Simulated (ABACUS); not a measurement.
TePb:

```xyz
2
Lattice="0.0000 3.2310 3.2310 3.2310 0.0000 3.2310 3.2310 3.2310 0.0000" Properties=species:S:1:pos:R:3 pbc="T T T"
Pb    0.0000    0.0000    0.0000
Te    3.2310    3.2310    3.2310
```

| Property | Result |
| --- | --- |
| Program | ABACUS 3.10.1 |
| Task | relaxation of cell and atoms |
| Functional | PBE |
| Potentials or basis | SG15 ONCV 1.2 PBE |
| Cutoff | 1361 eV |
| Density cutoff | 5442 eV |
| Basis | DZP LCAO (the cutoffs set its grid) |
| k mesh | 6 × 6 × 6 |
| Occupations | fermi-dirac, width 0.05 eV |
| Spin | no spin polarisation |

At the start: pressure 3.0 GPa; volume 33.73 Å³/atom.

Task: How do energy, volume and symmetry change on relaxing?

Result: Over 4 steps the energy falls by 20.7 meV/atom and the volume is 36.09 Å³/atom (+7.0 %); space group Fm-3m (No. 225, to 0.05 Å).

Step by step:
| step | energy change (eV) | largest force (eV/Å) | pressure (GPa) | volume (Å³) |
| --- | --- | --- | --- | --- |
| 1 | 0.0000 | 0.0000 | 2.98 | 67.46 |
| 2 | -0.0151 | 0.0000 | 2.32 | 68.37 |
| 3 | -0.0412 | 0.0000 | 0.16 | 71.89 |
| 4 | -0.0414 | 0.0000 | 0.01 | 72.17 |

Final structure:
```
Pb Te
1.0
     0.00000    3.30456    3.30456
     3.30456    0.00000    3.30456
     3.30456    3.30456    0.00000
Pb Te
1 1
Direct
  0.00000 0.00000 0.00000
  0.50000 0.50000 0.50000
```

Caveat: the atomic orbitals were generated for these runs and aren't a published set; the basis of atomic orbitals isn't converged, which shifts pressures, moduli and gaps.
